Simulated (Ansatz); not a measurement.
# Cu2O (Cuprite): the cost of one run

Computed with Ansatz 0.2.0 through its Python package. The levels of theory stand in the script.

The COD entry's cell or inner coordinates are ideal or old and differ from later refinements, so a difference from it is no clean test against experiment.

### 1 The system

The structure is cubic, space group Pn-3m (No. 224). The conventional cell has a = 4.260 Å, b = 4.260 Å, c = 4.260 Å, α = 90.00°, β = 90.00°, γ = 90.00°. Cu (site symmetry -3m) is surrounded by 2 O at 1.84 Å. O (site symmetry -43m) is surrounded by 4 Cu at 1.84 Å.

The script holds or builds the structure itself.

### 2 The code

ddh_cu2o.py reads:

```python
# -*- coding: utf-8 -*-
"""A hybrid whose exact exchange is one over the dielectric constant of Cu2O."""

from dataclasses import dataclass

import ansatz as az
import numpy as np
from pymatgen.core import Lattice, Structure
from pymatgen.io.ase import AseAtomsAdaptor


@dataclass(frozen=True)
class RunConfig:
    mesh: tuple[int, ...] = (4, 4, 4)
    smearing: str = "fixed"


settings = RunConfig()


def count_gap(report):
    # lowest empty less highest filled band, counting bands; zero where they overlap
    return max(report.get("gap_by_band_count_ev") or 0.0, 0.0)


def main():
    pmg_structure = Structure(
        Lattice([[4.26, 0.0, 0.0], [0.0, 4.26, 0.0], [0.0, 0.0, 4.26]]),
        ["Cu", "Cu", "Cu", "Cu", "O", "O"],
        [
            [0.25, 0.25, 0.25],
            [0.25, 0.75, 0.75],
            [0.75, 0.75, 0.25],
            [0.75, 0.25, 0.75],
            [0.0, 0.0, 0.0],
            [0.5, 0.5, 0.5],
        ],
    )
    crystal = az.Crystal.from_ase(AseAtomsAdaptor.get_atoms(pmg_structure))

    setup = crystal.calculation()
    setup = setup.kpoints(*settings.mesh)
    setup = setup.occupations(settings.smearing)
    setup = setup.band_table()
    semilocal = setup.functional("pbe").run(threads=1).report
    hybrid = setup.functional(exchange="pbe", correlation="pbe", exact_fraction="inverse_dielectric").run(threads=1).report
    alpha = hybrid["hybrid"]["exact_exchange_fraction"]
    print(f"fraction of exact exchange {alpha:.4f}, so eps_inf = {1 / alpha:.2f}")
    print(f"gap by band count: {count_gap(semilocal):.3f} eV semilocal, {count_gap(hybrid):.3f} eV hybrid")


if __name__ == "__main__":
    main()
```

### 3 What the engine is handed

The package turns the script's settings into the engine's input (first run):

```yaml
crystal:
  lattice:
    - [4.26, 0.0, 0.0]
    - [0.0, 4.26, 0.0]
    - [0.0, 0.0, 4.26]
  atoms:
    - { symbol: Cu, position: [0.25, 0.25, 0.25] }
    - { symbol: Cu, position: [0.25, 0.75, 0.75] }
    - { symbol: Cu, position: [0.75, 0.75, 0.25] }
    - { symbol: Cu, position: [0.75, 0.25, 0.75] }
    - { symbol: O, position: [0.0, 0.0, 0.0] }
    - { symbol: O, position: [0.5, 0.5, 0.5] }
kpoints:
  mp_grid:
    grid: [4, 4, 4]
hamiltonian:
  xc: pbe
scf:
  occupations:
    method: fixed
output:
  eigenvalues: true
```

### 4 Launch

On the command line:

```sh
> python ddh_cu2o.py
```

What time and memory should one allow on 1 thread of Arm Neoverse V1, shared host?

About 2.2 min, with a peak of 1.6 GiB.
